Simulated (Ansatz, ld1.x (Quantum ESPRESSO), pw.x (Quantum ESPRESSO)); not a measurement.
**pw.x on bcc Si: one setting changed**

Potential: norm-conserving RRKJ (Kleinman–Bylander form), ld1.x (Quantum ESPRESSO) 7.5, LDA (PW92); core [Ne], reference 3s2 3p2; waves: 3s (bound): rc 1.45 bohr; 3p (bound): rc 1.28 bohr; 3d channel at -0.15 Ry: rc 1.45 bohr; local part: the d channel; core correction: a·sin(br)/r model core inside 0.90 bohr; rho0 0.001.

The reference run (k-mesh 15³, cutoffs 100/400 Ry, Fermi–Dirac 0.01 Ry, mixing_beta 0.4, conv_thr 1e-9, no spin) gives -1.23 GPa at 14.087 Å³/atom, where all-electron LAPW gives 0.22 GPa. This run, with its own iteration cap, changes smearing to mv.

```
&control
  calculation='scf', prefix='x', pseudo_dir='./', outdir='./tmp', tstress=.true., disk_io='none'
/
&system
  ibrav=0, nat=1, ntyp=1, ecutwfc=100, ecutrho=400, nbnd=9,
  occupations='smearing', smearing='mv', degauss=0.01
/
&electrons
  conv_thr=1e-09, mixing_beta=0.4, electron_maxstep=60
/
ATOMIC_SPECIES
Si 1.0 Si.UPF
CELL_PARAMETERS angstrom
  -1.52143303 1.52143303 1.52143303
  1.52143303 -1.52143303 1.52143303
  1.52143303 1.52143303 -1.52143303
ATOMIC_POSITIONS crystal
Si 0.0000 0.0000 0.0000
K_POINTS automatic
15 15 15 0 0 0
```

```bash
pw.x < Si.scf.in > Si.scf.out
```

Problem. How does the run end?

Solution. It converges in 7 iterations; the free energy moves by +12.1 meV/atom and the pressure by -0.14 GPa. This scheme is built to cancel the term in the square of the width that Fermi–Dirac smearing leaves in the F of a metal.

```
Message from routine setup:
     using ibrav=0 with symmetry is DISCOURAGED, use correct ibrav instead
     lattice parameter (alat)  =       4.9798  a.u.
     unit-cell volume          =      95.0638 (a.u.)^3
     number of electrons       =         4.00
     number of Kohn-Sham states=            9
     kinetic-energy cutoff     =     100.0000  Ry
     charge density cutoff     =     400.0000  Ry
     scf convergence threshold =      1.0E-09
     Exchange-correlation= PW
     number of k points=   120  Marzari-Vanderbilt smearing, width (Ry)=  0.0100
     iteration #  1     ecut=   100.00 Ry     beta= 0.40
     total energy              =     -12.89278096 Ry
     estimated scf accuracy    <       0.00418870 Ry
     iteration #  2     ecut=   100.00 Ry     beta= 0.40
     total energy              =     -12.89230866 Ry
     estimated scf accuracy    <       0.00114325 Ry
     iteration #  3     ecut=   100.00 Ry     beta= 0.40
     total energy              =     -12.89243391 Ry
     estimated scf accuracy    <       0.00000929 Ry
     iteration #  4     ecut=   100.00 Ry     beta= 0.40
     total energy              =     -12.89244358 Ry
     estimated scf accuracy    <       0.00000034 Ry
     iteration #  5     ecut=   100.00 Ry     beta= 0.40
     total energy              =     -12.89244363 Ry
     estimated scf accuracy    <       0.00000011 Ry
     iteration #  6     ecut=   100.00 Ry     beta= 0.40
     total energy              =     -12.89244364 Ry
     estimated scf accuracy    <          1.2E-09 Ry
     iteration #  7     ecut=   100.00 Ry     beta= 0.40
     the Fermi energy is    10.7185 ev
!    total energy              =     -12.89244364 Ry
     estimated scf accuracy    <          1.4E-10 Ry
     smearing contrib. (-TS)   =       0.00001442 Ry
     The total energy is F=E-TS. E is the sum of the following terms:
     one-electron contribution =       4.89672943 Ry
     hartree contribution      =       0.02685328 Ry
     xc contribution           =      -7.68980127 Ry
     ewald contribution        =     -10.12623951 Ry
     convergence has been achieved in   7 iterations
          total   stress  (Ry/bohr**3)                   (kbar)     P=      -13.78
     Message from routine punch:
     Nothing written, as per user request (disk_io='none')
```

The run took about 14 s on one core of a shared host (Neoverse-V1, 32 threads, 247 GiB, load 15).
